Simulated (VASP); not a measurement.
# ZnO: cell and properties under strain in the plane

How does ZnO answer to strain in the plane, when the third axis is free? The starting structure is a measured crystal structure from the Crystallography Open Database. All runs use LDA. The equilibrium cell comes from relaxations that aren't shown. Its Cartesian x and y axes are then stretched or squeezed alike, and the third axis is relaxed.

Program: VASP 6.6.1. Level of theory: Kohn-Sham DFT with plane waves and PAW; LDA. Results are calculated unless marked as measured.

## Step 1: Set-up

Symmetry: P6_3mc, No. 186, hexagonal system. The conventional cell has a = 3.249 Å, b = 3.249 Å, c = 5.206 Å, α = 90.00°, β = 90.00°, γ = 120.00°. Nearest to Zn lie 4 O at 1.97 to 1.98 Å. O has 4 Zn at 1.97 to 1.98 Å nearest. Farther neighbours and most contacts between anions are not listed.

## Step 2: Relaxation at no strain

This run starts from the cell of an earlier relaxation, which isn't shown; the restart sets up the plane waves anew.

INCAR

```
SYSTEM = ZnO
PREC = Accurate
ENCUT = 560
EDIFF = 1E-07
NELM = 100
ISMEAR = 0
SIGMA = 0.03
LREAL = .FALSE.
ALGO = Normal
GGA = CA
NBANDS = 24
LORBIT = 11
LWAVE = .FALSE.
LCHARG = .FALSE.
KPAR = 8
IBRION = 2
NSW = 50
ISIF = 3
EDIFFG = -0.003
LATTICE_CONSTRAINTS = .FALSE. .FALSE. .TRUE.
```

POSCAR

```
ZnO
1.0
    3.1951182965      0.0000000000      0.0000000000
   -1.5975591481      2.7670536102      0.0000000000
    0.0000000000      0.0000000000      5.1649681344
Zn O
2 2
Direct
    0.3333333300      0.6666666700      0.5002795776
    0.6666666700      0.3333333300      0.0002795776
    0.6666666700      0.3333333300      0.3787304224
    0.3333333300      0.6666666700      0.8787304224
```

KPOINTS

```
Automatic mesh
0
Gamma
9 9 4
0 0 0
```

The projector-augmented-wave data sets are Zn and O (LDA family, release 64).

Command:

```bash
$ mpirun -np 8 vasp_std
```

The log of the run:

```text
[banner, memory and clock lines left out]
running    8 mpi-ranks, on    1 nodes
 distrk:  each k-point on    1 cores,    8 groups
 distr:  one band on    1 cores,    1 groups

 POSCAR found type information on POSCAR ZnO
 POSCAR found :  2 types and       4 ions
|                                                                             |
|           W    W    AA    RRRRR   N    N  II  N    N   GGGG   !!!           |
|           W    W   A  A   R    R  NN   N  II  NN   N  G    G  !!!           |
|           W    W  A    A  R    R  N N  N  II  N N  N  G       !!!           |
|           W WW W  AAAAAA  RRRRR   N  N N  II  N  N N  G  GGG   !            |
|           WW  WW  A    A  R   R   N   NN  II  N   NN  G    G                |
|           W    W  A    A  R    R  N    N  II  N    N   GGGG   !!!           |
|                                                                             |
|     For optimal performance we recommend to set                             |
|       NCORE = 2 up to number-of-cores-per-socket                            |
|     NCORE specifies how many cores store one orbital (NPAR=cpu/NCORE).      |
|     This setting can greatly improve the performance of VASP for DFT.       |
|     The default, NCORE=1 might be grossly inefficient on modern             |
|     multi-core architectures or massively parallel machines. Do your        |
|     Unfortunately you need to use the default for GW and RPA                |
|     calculations (for HF NCORE is supported but not extensively tested      |
|     yet).                                                                   |
|                                                                             |

 LDA part: xc-table for (Slater(with rela. corr.)+CA(PZ))
 , standard interpolation
 POSCAR, INCAR and KPOINTS ok, starting setup
 FFT: planning ... GRIDC
 FFT: planning ... GRID_SOFT
 FFT: planning ... GRID
 WAVECAR not read
 entering main loop
       N       E                     dE             d eps       ncg     rms          rms(c)
DAV:   1     0.284379263770E+03    0.28438E+03   -0.19472E+04  1752   0.232E+03
DAV:   2     0.350765538236E+01   -0.28087E+03   -0.26697E+03  1880   0.438E+02
DAV:   3    -0.238080859709E+02   -0.27316E+02   -0.27096E+02  2024   0.142E+02
DAV:   4    -0.242311046093E+02   -0.42302E+00   -0.42280E+00  1912   0.186E+01
DAV:   5    -0.242337293112E+02   -0.26247E-02   -0.26247E-02  2024   0.142E+00    0.154E+01
DAV:   6    -0.210843377673E+02    0.31494E+01   -0.82717E+00  2944   0.659E+01    0.989E+00
DAV:   7    -0.212215849797E+02   -0.13725E+00   -0.25185E+00  1800   0.176E+01    0.577E+00
DAV:   8    -0.212112456051E+02    0.10339E-01   -0.65790E-01  2320   0.757E+00    0.169E+00
DAV:   9    -0.211577373917E+02    0.53508E-01   -0.12844E-01  2624   0.712E+00    0.333E-01
DAV:  10    -0.211601245506E+02   -0.23872E-02   -0.40835E-02  1728   0.145E+00    0.103E-01
DAV:  11    -0.211600227890E+02    0.10176E-03   -0.65721E-04  2080   0.231E-01    0.225E-02
DAV:  12    -0.211600257247E+02   -0.29358E-05   -0.43626E-05  1936   0.169E-01    0.927E-03
DAV:  13    -0.211600275793E+02   -0.18546E-05   -0.67971E-06  2736   0.765E-02    0.123E-02
DAV:  14    -0.211600253624E+02    0.22169E-05   -0.38486E-06  2272   0.201E-02    0.326E-03
DAV:  15    -0.211600253114E+02    0.51057E-07   -0.97951E-07  1824   0.804E-03
   1 F= -.21160025E+02 E0= -.21160025E+02  d E =-.211600E+02
 curvature:   0.00 expect dE= 0.000E+00 dE for cont linesearch  0.000E+00
 trial: gam= 0.00000 g(F)=  0.650E-07 g(S)=  0.391E-08 ort = 0.000E+00 (trialstep = 0.100E+01)
 search vector abs. value=  0.690E-07
 reached required accuracy - stopping structural energy minimisation
```

The job ended after 16 s (8 MPI ranks of AMD EPYC 7R13 (Zen 3), shared host; peak memory 1.2 GiB; 2 min of CPU time).

Lines that name or quote the potential files are left out of all logs, and their timing lines are given in words.

Parts of OUTCAR (step 2):

```text
ion  position               nearest neighbor table
   1  0.333  0.667  0.500-   3 1.95   3 1.95   3 1.95   4 1.95
   2  0.667  0.333  0.000-   4 1.95   4 1.95   4 1.95   3 1.95
   3  0.667  0.333  0.379-   1 1.95   1 1.95   1 1.95   2 1.95
   4  0.333  0.667  0.879-   2 1.95   2 1.95   2 1.95   1 1.95

  LATTYP: Found a hexagonal cell.
 ALAT       =     3.1951182965
 C/A-ratio  =     1.6165185934

 Subroutine GETGRP returns: Found 12 space group operations
 (whereof  6 operations were pure point group operations)

The static configuration has the point symmetry C_3v.
 The point group associated with its full space group is C_6v.

 Found     36 irreducible k-points:

   k-points           NKPTS =     36   k-points in BZ     NKDIM =     36   number of bands    NBANDS=     24

   dimension x,y,z NGX =    28 NGY =   28 NGZ =   40
   dimension x,y,z NGXF=    56 NGYF=   56 NGZF=   80

   ENCUT  =  560.0 eV  41.16 Ry    6.42 a.u.   6.17  6.17  9.97*2*pi/ulx,y,z

   NELECT =      36.0000    total number of electrons

 k-points in reciprocal lattice and weights: Automatic mesh
   0.00000000  0.00000000  0.00000000       0.003
   0.11111111  0.00000000  0.00000000       0.019
   0.22222222  0.00000000  0.00000000       0.019
   0.33333333  0.00000000  0.00000000       0.019
   0.44444444  0.00000000  0.00000000       0.019
   0.11111111  0.11111111  0.00000000       0.019
   0.22222222  0.11111111  0.00000000       0.037
   0.33333333  0.11111111  0.00000000       0.037
   0.44444444  0.11111111  0.00000000       0.019
[...]
0.33333333  0.22222222  0.50000000       0.037
   0.33333333  0.33333333  0.50000000       0.006

 average (electrostatic) potential at core
       1 -36.7411       2 -36.7411       3 -74.0814       4 -74.0814

 E-fermi :   1.4248

 k-point     1 :       0.0000    0.0000    0.0000
  band No.  band energies     occupation
    ...
     14       0.4251      2.00000
     15       0.4251      2.00000
     16       1.1753      2.00000
     17       1.2775      2.00000
     18       1.2775      2.00000
     19       2.0751      0.00000
     20       6.5442      0.00000
     21       9.4556      0.00000
     22      14.2050      0.00000
     23      14.2050      0.00000
    ...

 k-point     2 :       0.1111    0.0000    0.0000
  band No.  band energies     occupation
    ...
     14      -0.0417      2.00000
     15       0.2501      2.00000
     16       0.5738      2.00000
     17       1.0883      2.00000
     18       1.1838      2.00000
     19       2.9381      0.00000
     20       7.0671      0.00000
     21       9.4402      0.00000
     22      12.9873      0.00000
     23      14.3329      0.00000
    ...

 k-point     3 :       0.2222    0.0000    0.0000
  band No.  band energies     occupation
    ...
     14      -1.0820      2.00000
     15      -0.2715      2.00000
     16      -0.1920      2.00000
     17       0.8176      2.00000
     18       0.9335      2.00000
     19       4.2215      0.00000
     20       8.1580      0.00000
     21       9.3715      0.00000
     22      11.2672      0.00000
     23      13.2377      0.00000
    ...

  Total       -0.0032170     -0.0032170     -0.0005697     -0.0000000      0.0000000      0.0000000
  in kB       -0.1128715     -0.1128715     -0.0199892     -0.0000000      0.0000000      0.0000000
  external PRESSURE =      -0.0819107 kB  Pullay stress =       0.0000000 kB

  energy-cutoff  :      560.00
  volume of cell :       45.66
      direct lattice vectors                 reciprocal lattice vectors
     3.195118297  0.000000000  0.000000000     0.312977457  0.180697619  0.000000000
    -1.597559148  2.767053610  0.000000000     0.000000000  0.361395239  0.000000000
     0.000000000  0.000000000  5.164968134     0.000000000  0.000000000  0.193612037

 POSITION                                       TOTAL-FORCE (eV/Angst)
 -----------------------------------------------------------------------------------
     -0.00000      1.84470      2.58393        -0.000000     -0.000000      0.000580
      1.59756      0.92235      0.00144        -0.000000      0.000000      0.000580
      1.59756      0.92235      1.95613         0.000000     -0.000000     -0.000580
     -0.00000      1.84470      4.53861        -0.000000      0.000000     -0.000580
 -----------------------------------------------------------------------------------
    total drift:                                0.000004     -0.000003     -0.000038

  FREE ENERGIE OF THE ION-ELECTRON SYSTEM (eV)
  ---------------------------------------------------
  free  energy   TOTEN  =       -21.1600253114 eV

  energy  without entropy=      -21.1600253114  energy(sigma->0) =      -21.16002531

 reached required accuracy - stopping structural energy minimisation

 total charge
# of ion       s       p       d       tot
------------------------------------------
    1        0.479   0.539   9.917  10.935
    2        0.479   0.539   9.917  10.935
    3        1.534   3.459   0.000   4.993
    4        1.534   3.459   0.000   4.993
--------------------------------------------------
tot          4.026   7.996  19.834  31.856

[... 3 further parts left out ...]
```

The run keeps the 12 symmetry operations of its start, so it cannot find a distortion of lower symmetry.

No strain: 11.416 Å³ an atom and a mean stress of -0.01 GPa, with a third cell vector of 5.165 Å, and 0.798 eV of gap on the mesh. Further runs on this cell, not shown, give the modes B1 (2) 555.1, E2 (2) 446.8, E2 (1) 88.6 cm⁻¹.

## Step 3: Relaxation at -2 % along x and y

This run starts from the cell of an earlier relaxation, which isn't shown; the restart sets up the plane waves anew.

INCAR is that of step 2.

POSCAR

```
ZnO
1.0
    3.1312159306      0.0000000000      0.0000000000
   -1.5656079651      2.7117125380      0.0000000000
    0.0000000000      0.0000000000      5.2695531197
Zn O
2 2
Direct
    0.3333333300      0.6666666700      0.5055929948
    0.6666666700      0.3333333300      0.0055929948
    0.6666666700      0.3333333300      0.3734170052
    0.3333333300      0.6666666700      0.8734170052
```

KPOINTS is that of step 2.

Command:

```bash
$ mpirun -np 8 vasp_std
```

The log of the run:

```text
[banner, memory and clock lines left out]
running    8 mpi-ranks, on    1 nodes
[...]
[... a notice as in an earlier step ...]

 LDA part: xc-table for (Slater(with rela. corr.)+CA(PZ))
 , standard interpolation
 POSCAR, INCAR and KPOINTS ok, starting setup
[...]
entering main loop
       N       E                     dE             d eps       ncg     rms          rms(c)
DAV:   1     0.289110125101E+03    0.28911E+03   -0.19410E+04  1736   0.235E+03
DAV:   2     0.419392745898E+01   -0.28492E+03   -0.27091E+03  1856   0.443E+02
DAV:   3    -0.237922039309E+02   -0.27986E+02   -0.27763E+02  2008   0.144E+02
DAV:   4    -0.242244915680E+02   -0.43229E+00   -0.43206E+00  1984   0.188E+01
[...]
DAV:  13    -0.211321615810E+02   -0.11692E-05   -0.41709E-06  2656   0.636E-02    0.115E-02
DAV:  14    -0.211321595918E+02    0.19892E-05   -0.34326E-06  2568   0.228E-02    0.291E-03
DAV:  15    -0.211321595568E+02    0.34996E-07   -0.77047E-07  1816   0.685E-03
   1 F= -.21132160E+02 E0= -.21132160E+02  d E =-.211322E+02
[...]
reached required accuracy - stopping structural energy minimisation
```

Wall time 13 s (8 MPI ranks); peak memory 1.1 GiB.

Parts of OUTCAR (step 3):

```text
  Total        1.3139624      1.3139624      0.0008885      0.0000000      0.0000000      0.0000000
  in kB       47.0503734     47.0503733      0.0318162      0.0000000      0.0000000      0.0000000
  external PRESSURE =      31.3775209 kB  Pullay stress =       0.0000000 kB

 POSITION                                       TOTAL-FORCE (eV/Angst)
 -----------------------------------------------------------------------------------
     -0.00000      1.80781      2.66425        -0.000000      0.000000      0.000576
      1.56561      0.90390      0.02947         0.000000      0.000000      0.000576
      1.56561      0.90390      1.96774         0.000000     -0.000000     -0.000576
     -0.00000      1.80781      4.60252        -0.000000     -0.000000     -0.000576
 -----------------------------------------------------------------------------------
    total drift:                                0.000004     -0.000001     -0.000456

  FREE ENERGIE OF THE ION-ELECTRON SYSTEM (eV)
  ---------------------------------------------------
  free  energy   TOTEN  =       -21.1321595568 eV

  energy  without entropy=      -21.1321595568  energy(sigma->0) =      -21.13215956

[... 2 parts as in an earlier step ...]

[... 2 further parts left out ...]
[key lines of the parts left out:]
E-fermi :   1.6812
```

-2 % along x and y: 11.186 Å³ an atom and a mean stress of 3.14 GPa, with a third cell vector of 5.270 Å, and 0.770 eV of gap on the mesh. Further runs on this cell, not shown, give the modes B1 (2) 578.8, E2 (2) 454.7, E2 (1) 82.9 cm⁻¹.

## Step 4: Relaxation at +2 % along x and y

This run starts from the cell of an earlier relaxation, which isn't shown; the restart sets up the plane waves anew.

INCAR is that of step 3.

POSCAR

```
ZnO
1.0
    3.2590206624      0.0000000000      0.0000000000
   -1.6295103311      2.8223946824      0.0000000000
    0.0000000000      0.0000000000      5.0534592395
Zn O
2 2
Direct
    0.3333333300      0.6666666700      0.4946859349
    0.6666666700      0.3333333300      0.9946859349
    0.6666666700      0.3333333300      0.3843240651
    0.3333333300      0.6666666700      0.8843240651
```

KPOINTS is that of step 3.

Command:

```bash
$ mpirun -np 8 vasp_std
```

The log of the run:

```text
[... set-up lines as in an earlier step ...]
 entering main loop
       N       E                     dE             d eps       ncg     rms          rms(c)
DAV:   1     0.283254015254E+03    0.28325E+03   -0.19508E+04  1768   0.231E+03
DAV:   2     0.290203283553E+01   -0.28035E+03   -0.26613E+03  1872   0.430E+02
DAV:   3    -0.237932143727E+02   -0.26695E+02   -0.26495E+02  1984   0.140E+02
DAV:   4    -0.241957683803E+02   -0.40255E+00   -0.40237E+00  2000   0.179E+01
[...]
DAV:  13    -0.211354724266E+02   -0.22449E-05   -0.91568E-06  2632   0.813E-02    0.127E-02
DAV:  14    -0.211354700880E+02    0.23386E-05   -0.48032E-06  2200   0.200E-02    0.309E-03
DAV:  15    -0.211354700682E+02    0.19791E-07   -0.51319E-07  1752   0.571E-03
   1 F= -.21135470E+02 E0= -.21135470E+02  d E =-.211355E+02
[...]
reached required accuracy - stopping structural energy minimisation
```

Run time: 14 s. Hardware: 8 MPI ranks; peak memory 1.2 GiB; 1.8 min of CPU time.

OUTCAR, selected parts (step 4):

```text
  Total       -1.2973579     -1.2973579      0.0009081     -0.0000000     -0.0000000      0.0000000
  in kB      -44.7174210    -44.7174209      0.0313015     -0.0000000     -0.0000000      0.0000000
  external PRESSURE =     -29.8011801 kB  Pullay stress =       0.0000000 kB

 POSITION                                       TOTAL-FORCE (eV/Angst)
 -----------------------------------------------------------------------------------
     -0.00000      1.88160      2.49988        -0.000000      0.000000      0.000203
      1.62951      0.94080      5.02660         0.000000      0.000000      0.000203
      1.62951      0.94080      1.94217        -0.000000      0.000000     -0.000203
     -0.00000      1.88160      4.46890         0.000000     -0.000000     -0.000203
 -----------------------------------------------------------------------------------
    total drift:                                0.000004     -0.000003      0.000088

  FREE ENERGIE OF THE ION-ELECTRON SYSTEM (eV)
  ---------------------------------------------------
  free  energy   TOTEN  =       -21.1354700682 eV

  energy  without entropy=      -21.1354700682  energy(sigma->0) =      -21.13547007

[... 2 parts as in an earlier step ...]

[... 2 further parts left out ...]
[key lines of the parts left out:]
E-fermi :   1.2451
```

+2 % along x and y: 11.621 Å³ an atom and a mean stress of -2.98 GPa, with a third cell vector of 5.053 Å, and 0.815 eV of gap on the mesh. Further runs on this cell, not shown, give the modes B1 (2) 533.5, E2 (2) 433.7, E2 (1) 95.3 cm⁻¹.

## Step 5: Relaxation at -1 % along x and y

This run starts from the cell of an earlier relaxation, which isn't shown; the restart sets up the plane waves anew.

INCAR is that of step 4.

POSCAR

```
ZnO
1.0
    3.1631671135      0.0000000000      0.0000000000
   -1.5815835566      2.7393830741      0.0000000000
    0.0000000000      0.0000000000      5.2181676469
Zn O
2 2
Direct
    0.3333333300      0.6666666700      0.5030094179
    0.6666666700      0.3333333300      0.0030094179
    0.6666666700      0.3333333300      0.3760005821
    0.3333333300      0.6666666700      0.8760005821
```

KPOINTS is that of step 4.

Command:

```bash
$ mpirun -np 8 vasp_std
```

The log of the run:

```text
[... set-up lines as in an earlier step ...]
 entering main loop
       N       E                     dE             d eps       ncg     rms          rms(c)
DAV:   1     0.286401250781E+03    0.28640E+03   -0.19556E+04  1752   0.234E+03
DAV:   2     0.265450789751E+01   -0.28375E+03   -0.26952E+03  1896   0.439E+02
DAV:   3    -0.238296466803E+02   -0.26484E+02   -0.26296E+02  1952   0.141E+02
DAV:   4    -0.242331654695E+02   -0.40352E+00   -0.40325E+00  1984   0.182E+01
[...]
DAV:  14    -0.211527638834E+02    0.20995E-05   -0.34640E-06  2376   0.205E-02    0.322E-03
DAV:  15    -0.211527638305E+02    0.52907E-07   -0.10897E-06  1800   0.852E-03    0.838E-04
DAV:  16    -0.211527638280E+02    0.24838E-08   -0.11135E-08   960   0.105E-03
   1 F= -.21152764E+02 E0= -.21152764E+02  d E =-.211528E+02
[...]
reached required accuracy - stopping structural energy minimisation
```

Wall time 13 s (8 MPI ranks); peak memory 1.2 GiB.

Parts of OUTCAR (step 5):

```text
  Total        0.6519630      0.6519630      0.0035387      0.0000000      0.0000000      0.0000000
  in kB       23.1015227     23.1015226      0.1253880      0.0000000      0.0000000      0.0000000
  external PRESSURE =      15.4428111 kB  Pullay stress =       0.0000000 kB

 POSITION                                       TOTAL-FORCE (eV/Angst)
 -----------------------------------------------------------------------------------
     -0.00000      1.82626      2.62479        -0.000000     -0.000000     -0.002859
      1.58158      0.91313      0.01570         0.000000      0.000000     -0.002859
      1.58158      0.91313      1.96203        -0.000000      0.000000      0.002859
     -0.00000      1.82626      4.57112         0.000000      0.000000      0.002859
 -----------------------------------------------------------------------------------
    total drift:                                0.000004     -0.000001     -0.000540

  FREE ENERGIE OF THE ION-ELECTRON SYSTEM (eV)
  ---------------------------------------------------
  free  energy   TOTEN  =       -21.1527638280 eV

  energy  without entropy=      -21.1527638280  energy(sigma->0) =      -21.15276383

[... 2 parts as in an earlier step ...]

[... 2 further parts left out ...]
[key lines of the parts left out:]
E-fermi :   1.5362
```

-1 % along x and y: 11.304 Å³ an atom and a mean stress of 1.54 GPa, with a third cell vector of 5.218 Å, and 0.785 eV of gap on the mesh. Further runs on this cell, not shown, give the modes B1 (2) 567.0, E2 (2) 450.5, E2 (1) 84.2 cm⁻¹.

(Part 1 of 2 ends here.)

[Lines on the potential files, build, host, timing and source positions are cut from VASP's logs without a mark.]

[Logs are printed without paths, hosts, clocks, repeated set-up lines and the standing remarks that a program may print on its own settings, such as how far it seeks lower states.]

[Hosts, paths, dates, database ids (printed as entryN), source tags and the programs' standing remarks are cut or masked in the printed files.]
